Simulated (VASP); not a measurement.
Runs of VASP 6.6.1 on MnS. Symmetry: P6_3mc, No. 186, hexagonal system. Conventional cell: a = 3.976 Å, b = 3.976 Å, c = 6.432 Å, α = 90.00°, β = 90.00°, γ = 120.00°. Mn (site symmetry 3m) is surrounded by 4 S at 2.41 to 2.48 Å. S (site symmetry 3m) has 4 Mn at 2.41 to 2.48 Å as nearest neighbours. 

| level | spin | U | k mesh | cutoff (eV) | grid for exact exchange (PRECFOCK) | screening parameter | mesh quality | gap on the mesh (eV) | pressure (GPa) | moment (μB) | largest force (eV/Å) |
| --- | --- | --- | --- | --- | --- | --- | --- | --- | --- | --- | --- |
| PBEsol+U | collinear, ferromagnetic start | Mn d U = 4 eV | 7 × 7 × 4 | 520 | - | - | not flagged | 1.30 | 2.3 | 10.00 | 0.22 |
| HSE06 | collinear, antiferromagnetic start | - | 4 × 4 × 2 | 450 | Fast | 0.2 1/A | coarse | (a) | (c) | 0.00 | 0.39 |
| PBEsol+U | collinear, antiferromagnetic start | Mn d U = 4 eV | 7 × 7 × 4 | 520 | - | - | not flagged | 2.15 | 1.1 | 0.00 | 0.34 |
| HSE06 | collinear, ferromagnetic start | - | 4 × 4 × 2 | 450 | Fast | 0.2 1/A | coarse | 2.13 | (b) | 10.00 | 0.23 |

Alike in all rows: task single point; potentials or basis VASP PAW PBE potentials, release 64 (Mn_pv, S); cell as given; smearing gaussian 0.05 eV.

Question: Estimate the missing entries.

Answer: (a) 3.18; (b) 2.6; (c) 1.4.

Caveats: some runs use coarse meshes; the PAW data sets were made with another functional, which shifts forces and pressure a little; an odd mesh through Γ misses points on the zone boundary, where band edges often lie (some runs).
